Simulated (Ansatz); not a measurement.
## diamond against fcc along groups 8 to 10

Computed with DFT, revPBE, plane waves (420 eV) with PAW, scalar-relativistic in Ansatz 0.2.0. The PAW files were generated under PBE, with cores re-solved for the functional.

Each structure is relaxed within its symmetry, in the lowest magnetic state of the tried starts. Differences under about 8 meV lie within the error of the k-point mesh.

```tsv
element	E(diamond) − E(fcc) (meV/atom)	V(diamond) (Å³/atom)	V(fcc) (Å³/atom)	state of diamond	state of fcc
Ru	1018	20.55	14.00	spin not included	spin not included
Os	1105	21.64	14.46	spin not included	spin not included
Rh	1054	21.36	14.24	spin not included	non-magnetic
Ir	961	21.84	14.63	spin not included	non-magnetic
Ni	1158	17.03	11.12	ferromagnetic	ferromagnetic
Pd	1050	25.29	15.69	ferromagnetic	spin not included
Pt	1006	24.58	15.85	spin not included	spin not included
```
